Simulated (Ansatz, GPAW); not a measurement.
This is a calculation of Pb for GPAW 26.7.0 (ASE script). Atoms were shifted at random by some hundredths of an Å from the given cell, which wasn't relaxed again for these runs. This isn't the form of Pb at room conditions, which is fcc.

The input run.py:

```python
from ase import Atoms
from ase.dft.bandgap import bandgap
from ase.io import write
from ase.units import GPa
from gpaw import GPAW, PW, setup_paths

setup_paths.insert(0, '.')

atoms = Atoms(['Pb', 'Pb'],
              cell=[[0.0, 3.4390000555, 3.4390000555],
                    [3.4390000555, 0.0, 3.4390000555],
                    [3.4390000555, 3.4390000555, 0.0]],
              scaled_positions=[[0.242329, 0.248701, 0.248711],
                                [0.009682, -0.017376, 0.017808]],
              pbc=True)

calc = GPAW(mode=PW(600),
            xc='PBEsol',
            kpts={'size': (7, 7, 7), 'gamma': True},
            occupations={'name': 'fermi-dirac', 'width': 0.05},
            nbands=24,
            convergence={'density': 1e-05, 'energy': 1e-05},
            maxiter=150,
            txt='gpaw.txt')
atoms.calc = calc
energy = atoms.get_potential_energy()
forces = atoms.get_forces()
stress = atoms.get_stress()
calc.write('gs.gpw')
write('result.traj', atoms)
print(f'Energy: {energy:.6f} eV')
print('Forces (eV/A):')
print(forces.round(4))
print('Stress (GPa):', (stress / GPa).round(3))
print('Fermi level:', round(calc.get_fermi_level(), 4), 'eV')
print(f'Gap: {bandgap(calc)[0]:.4f} eV, direct: {bandgap(calc, direct=True)[0]:.4f} eV')
```

Potentials or basis: PAW data sets generated in the run's folder for this functional, pw.

Run with:

```sh
$ gpaw-setup -f PBEsol Pb
$ OMP_NUM_THREADS=1 python run.py
```

Translate it to Ansatz 0.2.0. Potentials or basis there: Ansatz PAW, cutoff 420 eV.

As run (cutoffs and basis follow the program's own potentials, and thresholds, step limits or extra output files can differ):

File input.yaml:

```yaml
crystal:
  lattice:
    - [0.0, 3.4390000555, 3.4390000555]
    - [3.4390000555, 0.0, 3.4390000555]
    - [3.4390000555, 3.4390000555, 0.0]
  atoms:
    - { symbol: Pb, position: [0.242329, 0.248701, 0.248711] }
    - { symbol: Pb, position: [0.009682, -0.017376, 0.017808] }
hamiltonian:
  xc: pbesol
  pseudopotentials: { kind: paw }
kpoints:
  mp_grid: { grid: [7, 7, 7] }
scf:
  occupations: { method: fermi_dirac, width: 0.05 }
output:
  forces: true
  stress: true
  eigenvalues: true
```

Potentials or basis: Ansatz PAW.

Launch:

```bash
$ ansatz run input.yaml --threads 1 --pin off --max-ram 3584MiB --backend cpu --events-out ev --progress --plain --runs-dir out
```

Both were run:

|  | GPAW | Ansatz |
| --- | --- | --- |
| Pressure | 0.3 GPa | 0.6 GPa |
| Largest force | 0.609 eV/Å | 0.615 eV/Å |
| Energy over the undisturbed cell | 17.7 meV/atom | 17.9 meV/atom |

Ansatz's pressure holds a Pulay term of +0.01 GPa for its cutoff of 420 eV, which the other run lacks.

Ansatz's potentials were made for PBE.

Where Ansatz's input types no cutoff or centring, it takes its own default and a Γ-centred mesh.

Pressure is positive in compression.
